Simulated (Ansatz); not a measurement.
TiAl₂ under pressure

Computed with Ansatz 0.2.0, DFT r2SCAN, scalar-relativistic, plane waves, PAW. Settings: 500 eV cutoff, 10×10×10 k-mesh, Gaussian smearing of 0.10 eV, no spin polarisation.

The relaxed crystal:

```yaml
crystal:
  lattice:
    - [1.95668, -6.03394, 0.00000]
    - [1.95668, 6.03394, 0.00000]
    - [0.00000, 0.00000, 3.99286]
  atoms:
    - { symbol: Ti, position: [0.65642, 0.34358, 0.00000] }
    - { symbol: Ti, position: [0.34358, 0.65642, 0.00000] }
    - { symbol: Al, position: [0.00000, 0.00000, 0.00000] }
    - { symbol: Al, position: [0.82742, 0.17258, 0.50000] }
    - { symbol: Al, position: [0.17258, 0.82742, 0.50000] }
    - { symbol: Al, position: [0.50000, 0.50000, 0.50000] }
```

Cell and atoms are relaxed at each pressure within the symmetry of the start, at zero temperature, so transitions that lower the symmetry aren't seen. The k-mesh given is that at zero pressure and may differ at others. a, b and c are the lengths of the cell vectors above. ΔH is E + PV over the energy at zero pressure.

```
P (GPa) V (Å³/atom) V/V0  a (Å) b (Å) c (Å)  α (°)  β (°)  γ (°)  ΔH (eV/atom)
     -3        16.14  1.027  6.399  6.399  4.030   90.0   90.0  144.1        -0.298
      0        15.71  1.000  6.343  6.343  3.993   90.0   90.0  144.1         0.000
      3        15.34  0.976  6.293  6.293  3.959   90.0   90.0  144.1         0.291
      8        14.79  0.941  6.220  6.220  3.910   90.0   90.0  144.1         0.760
     15        14.16  0.901  6.133  6.133  3.851   90.0   90.0  144.1         1.392
     30        13.13  0.835  5.986  5.986  3.749   90.0   90.0  144.1         2.667
     60        11.74  0.747  5.776  5.776  3.605   90.0   90.0  144.1         4.985
```